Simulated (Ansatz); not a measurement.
Below is a relaxed structure of BeS. The cell was found from a structure generator's guess, not taken from experiment.

Computed with DFT PBE, scalar-relativistic, plane waves, PAW in Ansatz. Cutoff 420 eV, Γ-centred mesh, Gaussian smearing, no spin polarisation.

```xyz
16
Lattice="4.4021 0.0000 0.0000 0.0000 4.4021 0.0000 0.0000 0.0000 13.9718" Properties=species:S:1:pos:R:3 pbc="T T T"
Be    1.6510    3.8345   13.1674
Be    1.6335    0.5500    2.6885
Be    0.5500    1.6335   11.2834
Be    3.8345    1.6510    0.8045
Be    2.7511    0.5676    6.1814
Be    2.7686    3.8521    9.6744
Be    3.8521    2.7686    4.2974
Be    0.5676    2.7511    7.7904
S     0.1197    2.5106   13.0722
S     0.3096    2.0813    2.5933
S     2.0813    0.3096   11.3786
S     2.5106    0.1197    0.8997
S     4.2824    1.8914    6.0862
S     4.0925    2.3207    9.5792
S     2.3207    4.0925    4.3926
S     1.8914    4.2824    7.8856
```

The zero of energy is the elements' standard structures at the same level; no fitted shifts are applied.

**Question.** What space group does it have?

**Answer.** P4_32_12 (No. 96). Conventional cell: a = 4.402 Å, c = 13.972 Å. Around Be lie 3 S at 2.03–2.04 Å; around S lie 3 Be at 2.03–2.04 Å.

**Question.** How far does it lie from the elements in energy?

**Answer.** −0.759 eV/atom.

**Question.** Is it a metal?

**Answer.** No, the gap on the 6×6×2 mesh is 1.71 eV.

**Question.** From what recipe could a structure generator have reached it?

**Answer.** One such recipe: 3-connected net, two elements alternating (P4_32_12, No. 96). Other recipes can lead to the same cell.

The last run used a 6×6×2 mesh (in the run's order of axes) for its 16-atom cell and Gaussian smearing of 0.02 eV. Kohn–Sham gaps at this level usually fall short of measured ones. The reference form of S is held partly by dispersion forces, which this level lacks. Symmetry constrained the relaxation, so the result can be a saddle point. Another cell of BeS relaxed alike, in Pnma, lies 213 meV/atom lower, so this cell isn't the stable form at this level.
